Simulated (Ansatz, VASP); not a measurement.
**GaN in VASP and in Ansatz**

The input INCAR:

```
SYSTEM = GaN
ALGO = Normal
EDIFF = 1E-6
ENCUT = 520
GGA = PE
ISIF = 2
ISMEAR = 0
LASPH = .TRUE.
LCHARG = .TRUE.
LELF = .TRUE.
LREAL = .FALSE.
LVHAR = .TRUE.
LWAVE = .FALSE.
NBANDS = 26
NELM = 100
PREC = Accurate
SIGMA = 0.01
```

The input KPOINTS:

```
k-points
0
G
  12 12 6
  0 0 0
```

Contents of POSCAR:

```
GaN
1.0
    3.2184289158      0.0000000000      0.0000000000
   -1.6092144579      2.7872412014      0.0000000000
    0.0000000000      0.0000000000      5.2430305161
Ga N
2 2
Direct
    0.3333333333      0.6666666667     -0.0008683113
    0.6666666667      0.3333333333      0.4991316887
    0.3333333333      0.6666666667      0.3758683113
    0.6666666667      0.3333333333      0.8758683113
```

Input for Ansatz:

```yaml
crystal:
  lattice:
    - [3.2184289061, 0.0, 0.0]
    - [-1.6092144531, 2.787241193, 0.0]
    - [0.0, 0.0, 5.2430304973]
  atoms:
    - { symbol: Ga, position: [0.3333333333, 0.6666666667, -0.0008683118] }
    - { symbol: Ga, position: [0.6666666667, 0.3333333333, 0.4991316882] }
    - { symbol: "N", position: [0.3333333333, 0.6666666667, 0.3758683118] }
    - { symbol: "N", position: [0.6666666667, 0.3333333333, 0.8758683118] }
basis:
  ecutwfc: 420
  xc_grid: 2
kpoints:
  mp_grid: { grid: [12, 12, 6] }
  band_path: { path: [VBM, CBM], npoints: 2 }
hamiltonian:
  xc: pbe
scf:
  occupations: { method: gaussian, width: 0.01 }
output:
  forces: true
  stress: true
  eigenvalues: true
```

Alike in both runs: task single point; functional PBE; k mesh 12 × 12 × 6; occupations gaussian, width 0.01 eV; no spin polarisation.

|  | VASP | Ansatz |
| --- | --- | --- |
| version | VASP 6.6.1 | Ansatz 0.2.0 |
| potentials or method | VASP PAW PBE potentials, release 64 (Ga_d, N) | scalar-relativistic, plane waves, PAW |
| plane-wave cutoff (eV) | 520 | 420 |
| valence electrons in the cell | 36 | 36 |

Ansatz gave:

- gap on the k mesh at the Fermi level (eV): 1.71
- least direct gap on the mesh (eV): 1.71
- pressure (GPa): 0.0

Question: What did VASP give for the same quantities?

Answer: gap on the k mesh at the Fermi level (eV): 1.72; least direct gap on the mesh (eV): 1.72; pressure (GPa): 0.1.
